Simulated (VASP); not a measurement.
# Au (Fm-3m) in VASP: a series of runs, part 2 of 2

VASP 6.6.1. Earlier steps stand in the parts before.

## 5. Density of states, PBE

The input, POSCAR:

```
Au                                      
1.0
    0.0000000000      2.0408538054      2.0408538054
    2.0408538054      0.0000000000      2.0408538054
    2.0408538054      2.0408538054      0.0000000000
  Au            
     1
Direct
     0.0000000000000000    0.0000000000000000    0.0000000000000000
```

The input, INCAR.step1:

```
SYSTEM = Au
PREC = Accurate
ENCUT = 520
EDIFF = 1E-7
ISMEAR = 1
SIGMA = 0.1
LREAL = .False.
LASPH = .True.
NELM = 80
ALGO = Normal
ISIF = 2
LWAVE = .False.
LCHARG = .True.
LMAXMIX = 4
GGA = PE
KPAR = 4
```

The input, KPOINTS.step1:

```
regular mesh
0
Gamma
  16 16 16
  0 0 0
```

The input, INCAR.step2:

```
SYSTEM = Au
PREC = Accurate
ENCUT = 520
EDIFF = 1E-7
ISMEAR = -5
SIGMA = 0.1
LREAL = .False.
LASPH = .True.
NELM = 80
ALGO = Normal
ISIF = 2
LWAVE = .False.
LCHARG = .False.
LMAXMIX = 4
GGA = PE
LORBIT = 10
KPAR = 4
NEDOS = 1001
ICHARG = 11
```

The input, KPOINTS.step2:

```
regular mesh
0
Gamma
  24 24 24
  0 0 0
```

Potentials or basis: VASP PAW PBE potentials, release 64 (Au).

Launch:

```sh
> cat potpaw_PBE.64/Au/POTCAR > POTCAR
> cp INCAR.step1 INCAR
> cp KPOINTS.step1 KPOINTS
> mpirun -np 4 vasp_std > vasp.out
> cp INCAR.step2 INCAR
> cp KPOINTS.step2 KPOINTS
> mpirun -np 4 vasp_std > vasp.out
```

OUTCAR:

```text
SYSTEM = Au
   PREC = Accurate
   ENCUT = 520
   EDIFF = 1E-7
   ISMEAR = -5
   LREAL = .False.
   LASPH = .True.
   NELM = 80
   ISIF = 2
   GGA = PE
   LORBIT = 10
   ICHARG = 11

 ion  position               nearest neighbor table
   1  0.000  0.000  0.000-

  LATTYP: Found a face centered cubic cell.
 ALAT       =     4.0817076108

  Lattice vectors:

[... 476 lines left out ...]
------------------------ aborting loop because EDIFF is reached ----------------------------------------

  FORCE on cell =-STRESS in cart. coord.  units (eV):
  Direction    XX          YY          ZZ          XY          YZ          ZX
  --------------------------------------------------------------------------------------
  -------------------------------------------------------------------------------------
  Total        0.9164475      0.9164475      0.9164475     -0.0000000      0.0000000     -0.0000000
  in kB       86.3679274     86.3679274     86.3679274     -0.0000000      0.0000000     -0.0000000
  external PRESSURE =      86.3679274 kB  Pullay stress =       0.0000000 kB

 VOLUME and BASIS-vectors are now :
 -----------------------------------------------------------------------------
  energy-cutoff  :      520.00
  volume of cell :       17.00
      direct lattice vectors                 reciprocal lattice vectors
     0.000000000  2.040853805  2.040853805    -0.244995501  0.244995501  0.244995501
     2.040853805  0.000000000  2.040853805     0.244995501 -0.244995501  0.244995501
     2.040853805  2.040853805  0.000000000     0.244995501  0.244995501 -0.244995501

 POSITION                                       TOTAL-FORCE (eV/Angst)
 -----------------------------------------------------------------------------------
      0.00000      0.00000      0.00000         0.000000      0.000000      0.000000
 -----------------------------------------------------------------------------------
    total drift:                                0.000000      0.000000     -0.000000

  FREE ENERGIE OF THE ION-ELECTRON SYSTEM (eV)
  ---------------------------------------------------
  free  energy   TOTEN  =        -3.1958141720 eV

  energy  without entropy=       -3.1958141720  energy(sigma->0) =       -3.19581417

 total charge

# of ion       s       p       d       tot
------------------------------------------
    1        0.539   0.359   8.766   9.664
```

OUTCAR.step1:

```text
SYSTEM = Au
   PREC = Accurate
   ENCUT = 520
   EDIFF = 1E-7
   ISMEAR = 1
   LREAL = .False.
   LASPH = .True.
   NELM = 80
[... 506 lines left out ...]
 -----------------------------------------------------------------------------------
      0.00000      0.00000      0.00000         0.000000      0.000000      0.000000
 -----------------------------------------------------------------------------------
    total drift:                               -0.000000      0.000000      0.000000

  FREE ENERGIE OF THE ION-ELECTRON SYSTEM (eV)
  ---------------------------------------------------
  free  energy   TOTEN  =        -3.1956028471 eV

  energy  without entropy=       -3.1954840427  energy(sigma->0) =       -3.19556325
```

Run time: 8.9 s. Hardware: 4 MPI ranks of Intel Xeon Platinum 8488C (Sapphire Rapids), shared host; peak memory 0.18 GiB.

Results:

```
Valence electrons inside the program's atomic spheres : Au 9.66
```

States per cell in windows of 1 eV (zero at the Fermi level; states under -8 eV left out):
```tsv
from (eV)	total	Au1_d	Au1_s	Au1_p
-8.0	0.42	0.15	0.13	0.02
-7.0	1.59	1.09	0.15	0.04
-6.0	1.68	1.35	0.02	0.06
-5.0	2.33	1.94	0.04	0.08
-4.0	1.92	1.68	0.02	0.06
-3.0	1.97	1.84	0.01	0.03
-2.0	0.65	0.56	0.03	0.02
-1.0	0.28	0.15	0.04	0.04
0.0	0.28	0.12	0.04	0.05
1.0	0.28	0.10	0.05	0.06
2.0	0.25	0.07	0.07	0.05
3.0	0.35	0.09	0.13	0.05
4.0	0.28	0.06	0.07	0.07
5.0	0.37	0.07	0.10	0.10
6.0	0.28	0.04	0.08	0.08
7.0	0.33	0.06	0.07	0.11
```

Caveat: tetrahedron occupations give inexact forces and stress in metals.

## 6. Band structure, PBE

The input, INCAR:

```
PREC = Accurate
ENCUT = 520
EDIFF = 1E-6
ISMEAR = 1
SIGMA = 0.1
LREAL = F
LASPH = T
NELM = 80
ALGO = Normal
ISIF = 2
LWAVE = F
LCHARG = F
LMAXMIX = 4
GGA = PE
```

The input, KPOINTS:

```
regular mesh
0
Gamma
  16 16 16
```

The input, POSCAR:

```
Au                                      
1.0
    0.0000000000      2.0408538050      2.0408538050
    2.0408538050      0.0000000000      2.0408538050
    2.0408538050      2.0408538050      0.0000000000
  Au            
     1
Direct
     0.0000000000000000    0.0000000000000000    0.0000000000000000
```

The input, KPOINTS_OPT:

```
explicit points
252
Reciprocal
 0.0000000000  0.0000000000  0.0000000000 1
 0.0357142857  0.0000000000  0.0357142857 1
 0.0714285714  0.0000000000  0.0714285714 1
 0.1071428571  0.0000000000  0.1071428571 1
 0.1428571429  0.0000000000  0.1428571429 1
 0.1785714286  0.0000000000  0.1785714286 1
[... 244 lines left out ...]
 0.4919843700  0.0080156300  0.5000000000 1
 0.5080156300 -0.0080156300  0.5000000000 1
```

Potentials or basis: VASP PAW PBE potentials, release 64 (Au).

Launch:

```sh
> cat potpaw_PBE.64/Au/POTCAR > POTCAR
> mpirun -np 1 vasp_std > vasp.out
```

Run time: 20 s. Hardware: 1 thread of AMD EPYC 9R45 (Zen 5), shared host; peak memory 0.13 GiB.

Results (log left out):

```
Free energy             : -3.1956 eV
Pressure                : 8.9 GPa
Band gap along the path : none (metal or under the smearing width)
```

Levels at the corners of the path, in eV from the Fermi level:
```tsv
point	band 2	band 3	band 4	band 5	band 6	band 7	band 8	band 9
Γ	-4.68	-4.68	-4.68	-3.16	-3.16	14.55	18.56	18.56
X	-6.74	-2.00	-1.63	-1.63	1.04	5.82	10.04	10.04
X	-6.74	-2.00	-1.63	-1.63	1.04	5.82	10.04	10.04
W	-5.15	-5.15	-3.31	-1.62	4.77	6.34	6.34	9.47
W	-5.15	-5.15	-3.31	-1.62	4.77	6.34	6.34	9.47
K	-5.82	-3.82	-2.87	-2.08	3.89	4.71	7.48	12.65
K	-5.82	-3.82	-2.87	-2.08	3.89	4.71	7.48	12.65
Γ	-4.68	-4.68	-4.68	-3.16	-3.16	14.55	18.56	18.56
Γ	-4.68	-4.68	-4.68	-3.16	-3.16	14.55	18.56	18.56
L	-4.72	-4.72	-1.95	-1.95	-0.94	3.11	14.00	17.18
L	-4.72	-4.72	-1.95	-1.95	-0.94	3.11	14.00	17.18
U	-5.82	-3.82	-2.87	-2.08	3.89	4.71	7.48	12.65
U	-5.82	-3.82	-2.87	-2.08	3.89	4.71	7.48	12.65
W	-5.15	-5.15	-3.31	-1.62	4.77	6.34	6.34	9.47
W	-5.15	-5.15	-3.31	-1.62	4.77	6.34	6.34	9.47
L	-4.72	-4.72	-1.95	-1.95	-0.94	3.11	14.00	17.18
L	-4.72	-4.72	-1.95	-1.95	-0.94	3.11	14.00	17.18
K	-5.82	-3.82	-2.87	-2.08	3.89	4.71	7.48	12.65
U	-5.82	-3.82	-2.87	-2.08	3.89	4.71	7.48	12.65
X	-6.74	-2.00	-1.63	-1.63	1.04	5.82	10.04	10.04
```

Caveat: spin-orbit coupling is left out, which moves the levels of the heavy elements.

## 7. The runs side by side

```csv
task,level,potentials or basis,spin,further INCAR settings,k mesh for the DOS,occupations for the DOS,pressure (GPa)
band structure,LDA,"VASP PAW LDA potentials, release 64 (Au)",off,ALGO = Normal; EDIFF = 1e-07,-,-,-4.1
band structure,r2SCAN,"VASP PAW PBE potentials, release 64 (Au)",off,ALGO = Normal; EDIFF = 1e-07,-,-,5.6
band structure,PBE,"VASP PAW PBE potentials, release 64 (Au)","SOC, no magnetisation",ALGO = Normal; EDIFF = 1e-07,-,-,7.8
density of states,PBE,"VASP PAW PBE potentials, release 64 (Au)",off,ALGO = Normal; EDIFF = 1e-07,24 × 24 × 24,tetrahedron,-
band structure,PBE,"VASP PAW PBE potentials, release 64 (Au)",off,ALGO = Normal; EDIFF = 1e-06,-,-,8.9
```

Alike in all rows: cell as given; k mesh 16 × 16 × 16; cutoff (eV) 520; smearing methfessel-paxton 0.1 eV.

Caveats: spin-orbit coupling is left out, which moves the levels of the heavy elements (some runs); the PAW data sets were made with another functional, which shifts forces and pressure a little (some runs); tetrahedron occupations give inexact forces and stress in metals (some runs).

Total energies depend on the potentials used, so only differences within one code and one set of settings carry meaning.
